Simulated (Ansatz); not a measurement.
# Yb: the order of phases at one pressure

Aim: bring Yb in several structures (fcc, bcc, hcp, dhcp) to one pressure and rank them by enthalpy. The pressure is set by scaling the first phase. Methods of the runs shown: PAW.

Program: Ansatz 0.2.0. Level of theory: DFT, PBE, PAW with Ansatz's default frozen-core files, scalar-relativistic. These are calculated values, not measurements.

**1. The structure to begin with**

Symmetry: Fm-3m, No. 225, cubic system. The conventional cell has a = 5.223 Å, b = 5.223 Å, c = 5.223 Å, α = 90.00°, β = 90.00°, γ = 90.00°. Yb (site symmetry m-3m) is surrounded by 12 Yb at 3.69 Å.

Structure file:

```cif
data_structure
_symmetry_space_group_name_H-M 'Fm-3m'
_symmetry_Int_Tables_number 225
_cell_length_a 5.2232
_cell_length_b 5.2232
_cell_length_c 5.2232
_cell_angle_alpha 90.000
_cell_angle_beta 90.000
_cell_angle_gamma 90.000
_cell_volume 142.50
loop_
_atom_site_label
_atom_site_type_symbol
_atom_site_symmetry_multiplicity
_atom_site_Wyckoff_symbol
_atom_site_fract_x
_atom_site_fract_y
_atom_site_fract_z
_atom_site_occupancy
Yb1 Yb 4 a 0.00000 0.00000 0.00000 1
```

The file gives the conventional cell by its symmetry; the runs use the cell typed in the input.

**2. Cell relaxed at zero pressure, PAW**

The input, input.yaml:

```yaml
crystal:
  lattice:
    - [0.0, 2.6115853807, 2.6115853807]
    - [2.6115853807, 0.0, 2.6115853807]
    - [2.6115853807, 2.6115853807, 0.0]
  atoms:
    - { symbol: Yb, position: [0.0, 0.0, 0.0] }
kpoints:
  mp_grid: { grid: [13, 13, 13] }
scf:
  occupations: { method: fermi_dirac, width: 0.08 }
hamiltonian:
  xc: pbe
  pseudopotentials: { kind: paw }
output:
  forces: true
  stress: true
relax:
  f_tol: 0.005
  max_steps: 40
  cell: {}
```

Started as:

```sh
ansatz run input.yaml --threads 2 --pin off --max-ram 7168MiB --backend cpu --events-out ev --progress --plain --runs-dir out
```

After this run come: Volume scaled by 0.493, to set the pressure, PAW; Fcc relaxed under pressure, PAW; Bcc relaxed under pressure, PAW; Hcp relaxed under pressure, PAW; Dhcp relaxed under pressure, PAW.

Before running it: what results should come out? Wanted: pressure; lowest.

The runs gave:

| quantity | value |
| --- | --- |
| pressure | 46 GPa |
| lowest (PAW) | hcp, 6.7 meV/atom under fcc |

By PAW the order is hcp < fcc < dhcp < bcc. Only these structures were tried, with electrons smeared by 0.08 eV and without vibrations, so the true ground state may be another. The k meshes differ between phases and weren't tested, which can move differences by some meV. Spin-orbit coupling is left out, though the cell holds Yb; in elements this heavy it can shift bands and gaps by tenths of an eV.
